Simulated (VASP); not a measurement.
Runs of VASP 6.6.1 on Se. Symmetry: P3_221, No. 154, trigonal system. Conventional cell: a = 4.355 Å, b = 4.355 Å, c = 4.949 Å, α = 90.00°, β = 90.00°, γ = 120.00°. Se (site symmetry 2) is surrounded by 2 Se at 2.32 Å. 

| task | level | potentials or basis | spin | k mesh | cutoff (eV) | mesh quality | gap on the mesh (eV) | pressure (GPa) | largest force (eV/Å) |
| --- | --- | --- | --- | --- | --- | --- | --- | --- | --- |
| band structure | PBE | VASP PAW PBE potentials, release 64 (Se_GW) | off | 8 × 8 × 6 | 450 | not flagged | (c) | - | - |
| single point | PBE | VASP PAW PBE potentials, release 64 (Se) | off | 3 × 3 × 3 | 520 | coarse | (a) | 5.8 | (b) |
| band structure | r2SCAN | VASP PAW PBE potentials, release 64 (Se) | off | 8 × 8 × 6 | 520 | not flagged | 1.33 | 4.0 | 0.81 |
| band structure | LDA | VASP PAW LDA potentials, release 64 (Se) | off | 8 × 8 × 6 | 520 | not flagged | 1.01 | - | - |
| dielectric tensor | PBE | VASP PAW PBE potentials, release 64 (Se) | off | 8 × 8 × 6 | 520 | not flagged | 1.10 | - | - |
| band structure | PBE | VASP PAW PBE potentials, release 64 (Se) | off | 8 × 8 × 6 | 520 | not flagged | 1.10 | - | - |

Alike in all rows: cell as given; smearing gaussian 0.02 eV.

Estimate the missing entries.

(a) 1.68; (b) 1.15; (c) 1.09.

Caveats: some runs use coarse meshes; the mesh misses the band edges, which the band path finds closer together (some runs); an odd mesh through Γ misses points on the zone boundary, where band edges often lie (some runs); forces of over 1 eV/Å show positions far from the minimum, so gaps and moduli don't describe the material at rest (some runs); the PAW data sets were made with another functional, which shifts forces and pressure a little (some runs).

A k mesh can miss the band edges, and the runs leave out spin-orbit coupling on Se.
